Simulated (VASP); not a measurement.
The system is CO2.

```xyz
3
Lattice="0.0000 2.1319 2.1319 2.1319 0.0000 2.1319 2.1319 2.1319 0.0000" Properties=species:S:1:pos:R:3 pbc="T T T"
C     0.0000    0.0000    0.0000
O     1.0659    1.0659    1.0659
O     3.1978    3.1978    3.1978
```

The cell was built by a generator and needn't be a form met in nature.

* Program: VASP 6.6.1
* Task: relaxation of cell and atoms
* Functional: PBE
* Potentials or basis: VASP PAW PBE potentials, release 64 (C, O)
* Cutoff: 600 eV
* k mesh: 7 × 7 × 7
* Occupations: fermi-dirac, width 0.1 eV
* Spin: no spin polarisation

At the start: pressure 38.4 GPa; volume 6.46 Å³/atom.

Task: How do energy, volume and symmetry change on relaxing?

Result: Over 5 steps the energy falls by 117.4 meV/atom and the volume is 7.60 Å³/atom (+17.6 %); space group Fm-3m (No. 225, to 0.05 Å).

The path:
```
step  energy change (eV)  largest force (eV/Å)  pressure (GPa)  volume (Å³)
   1              0.0000                0.0000           38.40        19.38
   2             -0.3202                0.0000           -7.78        24.05
   3             -0.3521                0.0000            0.34        22.76
   4             -0.3521                0.0000           -0.23        22.83
   5             -0.3521                0.0000            0.03        22.80
```

Final structure:
```
CELL_PARAMETERS angstrom
0.00000 2.25049 2.25049
2.25049 0.00000 2.25049
2.25049 2.25049 0.00000
ATOMIC_POSITIONS crystal
C 0.00000 0.00000 0.00000
O 0.25000 0.25000 0.25000
O 0.75000 0.75000 0.75000
```

Caveat: the k mesh is coarse (spacing up to 0.36 Å⁻¹), so the values aren't converged; the volume moved by over 15 % at a fixed basis, so the end points are rough.
